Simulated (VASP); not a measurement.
Write the native input for VASP 6.6.1 that does the following.

```
Task                   : electric field gradients
Functional             : LDA
Potentials or basis    : VASP PAW LDA potentials, release 64 (Si)
Cutoff                 : 520 eV
k mesh                 : 11 × 10 × 6
Occupations            : gaussian, width 0.02 eV
Spin                   : no spin polarisation
Further INCAR settings : ALGO = Normal; EDIFF = 1e-08
```

The structure of Si lies in POSCAR:

```
Si
1.0
    0.0000000000      0.0000000000      2.4663543900
    2.6205428100      0.0000000000      0.0000000000
    0.0000000000      4.5389133000      0.0000000000
Si
2
Direct
    0.8650043700      0.0204068500      0.9092805900
    0.1349956300      0.4795931500      0.5907194100
```

This isn't the form of Si at room conditions, which is diamond.

The cell isn't the ideal one: all atoms moved at random, sigma 0.4 Å a component.

One way to write it, as run:

INCAR

```
SYSTEM = Si
PREC = Accurate
ENCUT = 520
EDIFF = 1E-8
ISMEAR = 0
SIGMA = 0.02
LREAL = .FALSE.
LASPH = .TRUE.
NELM = 80
ALGO = Normal
ISIF = 2
LWAVE = .FALSE.
LCHARG = .FALSE.
GGA = CA
LEFG = .TRUE.
```

KPOINTS

```
regular mesh
0
G
  11 10 6
  0 0 0
```

Potentials or basis: VASP PAW LDA potentials, release 64 (Si).

The run is started by

```sh
$ cat potpaw_LDA.64/Si/POTCAR > POTCAR
$ mpirun -np 1 vasp_std > vasp.out
```

It gave:

```json
{
  "Pressure": "37.6 GPa",
  "Largest force": "7.719 eV/Å",
  "Band gap on the k mesh": "none (metal or under the smearing width)"
}
```

Caveat: a pressure of tens of GPa on the cell as given is suspect, and the run, the potentials or the cell itself is likely at fault; forces of over 1 eV/Å show positions far from the minimum, so gaps and moduli don't describe the material at rest.

Wall time 27 s on 1 thread of Intel(R) Xeon(R) 6975P-C (Granite Rapids) (shared host), peak memory 0.16 GiB.
